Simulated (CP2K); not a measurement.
KF (Carobbiite):

```
K F
1.0
     3.77857    0.00000    0.00000
     1.88928    3.27233    0.00000
     1.88928    1.09078    3.08519
K F
1 1
Cartesian
  0.0000 0.0000 0.0000
  3.7786 2.1816 1.5426
```

Base run:

* Program: CP2K 2026.2
* Functional: PBE
* Potentials or basis: POTENTIAL_UZH K GTH-PBE-q9, F GTH-PBE-q7; TZVP-MOLOPT-PBE-GTH basis
* Density cutoff: 10204 eV
* k mesh: 9 × 9 × 9
* Occupations: fermi-dirac, width 0.01 eV
* Spin: no spin polarisation

Its results: band gap on the k mesh 6.16 eV, direct; pressure 1.5 GPa.

Problem. The run is repeated on the same cell with these changes: functional from PBE to PBEsol; occupations from fermi-dirac, width 0.01 eV to fermi-dirac, width 0.0259 eV. What comes out?

Solution. Band gap on the k mesh 6.00 eV, direct; pressure -0.4 GPa.

Caveats: the basis of atomic orbitals isn't converged, which shifts pressures, moduli and gaps; the potentials were made for another functional, which shifts forces and pressure (some runs).
